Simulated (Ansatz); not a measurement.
# NiPt2: one candidate of a structure search

Where does this trial cell of NiPt2 go when cell and atoms are let free?

Computed with Ansatz 0.2.0 (DFT PBE, scalar-relativistic, plane waves, PAW, unless a step's input says otherwise).

2 further runs of the same task are left out: 1 for a known fault of the program, 1 that didn't finish.

## (1) The structure to begin with

Symmetry: P-3m1, No. 164, trigonal system. The conventional cell has a = 2.711 Å, b = 2.711 Å, c = 6.640 Å, α = 90.00°, β = 90.00°, γ = 120.00°. Ni (site symmetry -3m) is surrounded by 6 Pt at 2.71 Å and 6 Ni at 2.71 Å. Pt (site symmetry 3m) is surrounded by 3 Ni at 2.71 Å and 9 Pt at 2.71 Å.

Coordinates:

```cif
data_structure
_symmetry_space_group_name_H-M 'P-3m1'
_symmetry_Int_Tables_number 164
_cell_length_a 2.7107
_cell_length_b 2.7107
_cell_length_c 6.6397
_cell_angle_alpha 90.000
_cell_angle_beta 90.000
_cell_angle_gamma 120.000
_cell_volume 42.25
loop_
_atom_site_label
_atom_site_type_symbol
_atom_site_symmetry_multiplicity
_atom_site_Wyckoff_symbol
_atom_site_fract_x
_atom_site_fract_y
_atom_site_fract_z
_atom_site_occupancy
Ni1 Ni 1 a 0.00000 0.00000 0.00000 1
Pt1 Pt 2 d 0.66667 0.33333 0.33333 1
```

The start is an ordering of an alloy on its end members' structure types: elements ordered on the sites of the V type, Ni/Pt on V (P-3m1, No. 164).

## (2) The guess as it stands, on a coarse mesh

Contents of input.yaml:

```yaml
crystal:
  lattice:
    - [2.71066129, 0.0, 0.0]
    - [-1.35533064, 2.34750154, 0.0]
    - [0.0, 0.0, 6.63973702]
  atoms:
    - { symbol: Ni, position: [0.0, 0.0, 0.0], spin: 2.0 }
    - { symbol: Pt, position: [0.66666667, 0.33333333, 0.33333333] }
    - { symbol: Pt, position: [0.33333333, 0.66666667, 0.66666667] }
basis:
  ecutwfc: 420
kpoints:
  mp_grid: { grid: [6, 6, 4] }
hamiltonian:
  xc: pbe
scf:
  occupations: { method: gaussian, width: 0.1 }
  lower_state_search: "off"
output:
  forces: true
  stress: true
  eigenvalues: true
  populations: true
magnetization:
  spin_polarized: true
```

Command:

```
> ansatz run input.yaml --threads 1 --pin off --max-ram 2560MiB --backend cpu --events-out ev --progress --plain --runs-dir out
```

Further runs follow: a loose first relaxation; relaxation on the finer mesh.

Before running it: what results should come out? Wanted: conventional cell; volume; energy over the elements; gap on the mesh; total moment.

**Answer**, as computed:

| quantity | value |
| --- | --- |
| symmetry at the end (tolerance 0.05 Å) | space group P-3m1 (No. 164) |
| conventional cell | a = 2.748 Å, b = 2.748 Å, c = 6.576 Å, α = 90.00°, β = 90.00°, γ = 120.00° |
| volume | 14.33 Å³/atom |
| energy over the elements | -0.05 eV/atom |
| gap on the mesh | none (metal) |
| total moment | 1.46 μB/cell |

In words: The space group P-3m1 (No. 164) is kept, and the volume per atom grows by 1.8 % from the first guess. The formation energy of this structure is too near zero to say whether it is bound against the elements. No finished test with a distortion of lower symmetry is shown, so the end may be a saddle point. Spin-orbit coupling is left out for Pt. Other magnetic orders were not searched.
